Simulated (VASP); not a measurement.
Input of a VASP 6.6.1 run:

The input INCAR:

```
SYSTEM = BP
PREC = Accurate
ENCUT = 520
EDIFF = 1E-7
ISMEAR = 0
SIGMA = 0.03
LREAL = .False.
LASPH = .True.
NELM = 80
ALGO = Normal
ISIF = 2
LWAVE = .False.
LCHARG = .True.
LDIPOL = .True.
IDIPOL = 3
DIPOL = 0.5 0.5 0.500
GGA = PS
LVHAR = .True.
LVACPOTAV = .True.
KPAR = 4
```

File KPOINTS:

```
regular mesh
0
Gamma
  12 12 1
  0 0 0
```

The input POSCAR:

```
BP                                      
1.0
    3.1991740243      0.0000000000      0.0000000000
   -1.5995870122      2.7705659741      0.0000000000
    0.0000000000      0.0000000000     16.0000000000
  B               P             
     1     1
Direct
     0.3333330000000032    0.6666669999999968    0.5000000000000000
     0.6666669999999968    0.3333330000000032    0.5000000000000000
```

Potentials or basis: VASP PAW PBE potentials, release 64 (B, P).

The run is started by

```sh
$ cat potpaw_PBE.64/B/POTCAR potpaw_PBE.64/P/POTCAR > POTCAR
$ mpirun -np 4 vasp_std > vasp.out
```

(1) Estimate the ionisation potential of the upper face.

(2) Estimate the band gap on the k mesh.

Results:

(1) 5.16 eV.

(2) 0.87 eV, direct.
